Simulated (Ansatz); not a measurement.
The system is CsSnI3.

```
CELL_PARAMETERS angstrom
6.20570 0.00000 0.00000
0.00000 6.20570 0.00000
0.00000 0.00000 6.20570
ATOMIC_POSITIONS crystal
Cs 0.00000 0.00000 0.00000
I 0.50000 0.50000 0.00000
I 0.50000 0.00000 0.50000
I 0.00000 0.50000 0.50000
Sn 0.50000 0.50000 0.50000
```

- Program: Ansatz 0.2.0
- Task: relaxation of cell and atoms
- Functional: PBEsol
- Potentials or basis: Ansatz PAW
- Cutoff: 420 eV (not typed: the program's choice for these potentials)
- k mesh: 5 × 5 × 5
- Occupations: fermi-dirac, width 0.05 eV
- Spin: no spin polarisation

At the start: volume 47.80 Å³/atom.

Question: Where does the relaxation end?

Answer: It ends after 4 steps and the volume is 45.73 Å³/atom (-4.3 %); space group Pm-3m (No. 221, to 0.05 Å).

Step by step:
| step | energy change (eV) | largest force (eV/Å) | volume (Å³) |
| --- | --- | --- | --- |
| 1 | 0.0000 | 0.0000 | 238.99 |
| 2 | -0.0163 | 0.0000 | 234.33 |
| 3 | -0.0233 | 0.0000 | 228.67 |
| 4 | -0.0223 | 0.0000 | 228.67 |

Final structure:
```yaml
crystal:
  lattice:
    - [6.11506, 0.00000, 0.00000]
    - [0.00000, 6.11506, 0.00000]
    - [0.00000, 0.00000, 6.11506]
  atoms:
    - { symbol: Cs, position: [0.00000, 0.00000, 0.00000] }
    - { symbol: I, position: [0.50000, 0.50000, 0.00000] }
    - { symbol: I, position: [0.50000, 0.00000, 0.50000] }
    - { symbol: I, position: [0.00000, 0.50000, 0.50000] }
    - { symbol: Sn, position: [0.50000, 0.50000, 0.50000] }
```

Caveat: the plane-wave basis is chosen anew once the cell has moved, so the energies of steps on either side of that aren't comparable; the PAW data sets come from PBE, with cores solved anew for the run's functional, which leaves a small shift of forces and pressure.
